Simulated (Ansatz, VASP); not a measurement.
Sb in VASP and in Ansatz

Contents of INCAR:

```
PREC     = Accurate       # precision mode
ENCUT    = 520            # plane-wave cutoff, eV
EDIFF    = 1E-6           # SCF threshold, eV
ISMEAR   = 0              # smearing method
SIGMA    = 0.15           # smearing width, eV
LREAL    = F              # projectors in reciprocal space
LASPH    = T              # aspherical terms in the spheres
NELM     = 80             # most SCF steps
ALGO     = Normal         # electronic algorithm
ISIF     = 2              # what is computed and relaxed
LWAVE    = F              # write WAVECAR
LCHARG   = T              # write CHGCAR
GGA      = PS             # functional
LELF     = T              # ELF
LVHAR    = T            
NBANDS   = 8              # bands
```

File KPOINTS:

```
regular mesh
0
Gamma
  16 16 16
```

Contents of POSCAR:

```
Sb
1.0
    3.2864000000      0.0000000000      0.0000000000
    0.0000000000      3.2864000000      0.0000000000
    0.0000000000      0.0000000000      3.2864000000
Sb
1
Direct
    0.0000000000      0.0000000000      0.0000000000
```

Input for Ansatz:

```yaml
crystal:
  lattice:
    - [3.2864, 0.0, 0.0]
    - [0.0, 3.2864, 0.0]
    - [0.0, 0.0, 3.2864]
  atoms:
    - { symbol: Sb, position: [0.0, 0.0, 0.0] }
basis:
  ecutwfc: 420
kpoints:
  mp_grid: { grid: [16, 16, 16] }
hamiltonian:
  xc: pbesol
scf:
  occupations: { method: gaussian, width: 0.15 }
output:
  forces: true
  stress: true
  eigenvalues: true
```

Change from the starting cell: strain +0.040 along x and y, +0.040 along z, atoms carried along.

Alike in both runs: task single point; functional PBEsol; k mesh 16 × 16 × 16; occupations gaussian, width 0.15 eV; no spin polarisation.

```csv
,VASP,Ansatz
version,VASP 6.6.1,Ansatz 0.2.0
potentials or method,"VASP PAW PBE potentials, release 64 (Sb)","scalar-relativistic, plane waves, PAW"
plane-wave cutoff (eV),520,420
valence electrons in the cell,5,15
```

```tsv
	VASP	Ansatz	Ansatz less VASP
gap on the k mesh at the Fermi level (eV)	none	none	-
pressure (GPa)	-8.2	-8.2	+0.02
```

A gap of «none» marks a metal or a gap that the smearing closes. With one functional, cell and mesh, what is left measures potentials, basis and numerics. The two sets of potentials don't hold the same shells in valence.

Caveats: the PAW data sets were made with another functional, which shifts forces and pressure a little (VASP). The runs have no spin-orbit coupling, so splittings on Sb are missing.
